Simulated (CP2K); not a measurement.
## Ag under changes of volume

One of the cells (17.048 Å³/atom); the others are scaled copies at fixed shape and fractional positions:

```
CELL_PARAMETERS angstrom
2.88888 0.00000 0.00000
1.44444 2.50185 0.00000
1.44444 0.83395 2.35876
ATOMIC_POSITIONS crystal
Ag 0.00000 0.00000 0.00000
```

- Program: CP2K 2026.2
- Functional: PBE
- Potentials or basis: POTENTIAL_UZH Ag GTH-PBE-q11; TZVP-MOLOPT-PBE-GTH basis
- Density cutoff: 6123 eV
- k mesh: 11 × 11 × 11
- Occupations: fermi-dirac, width 0.05 eV
- Spin: no spin polarisation

```tsv
volume (Å³/atom)	energy over the lowest point (meV/atom)	pressure (GPa)
16.025	59.90	12.7
16.366	36.50	9.5
16.707	19.58	6.6
17.048	8.33	4.2
17.389	2.03	2.0
17.730	0.00	0.1
18.071	?	?
```

Task: What does the run at 18.071 Å³/atom give?

Result: Energy over the lowest point 1.67 meV/atom; pressure -1.5 GPa.

Worked out: A Birch-Murnaghan fit of order 3 (a polynomial in V^(-2/3)) to the other rows has its minimum at 17.74 Å³/atom, just outside them, with B0 = V·E''(V) = 91 GPa and B' = 6.3. It gives 1.72 meV/atom at 18.071 Å³/atom, against the run's 1.67, and -dE/dV = -1.6 GPa, against -1.5.

Energies are extrapolated to zero smearing.

Caveats: the basis of atomic orbitals isn't converged, which shifts pressures, moduli and gaps.
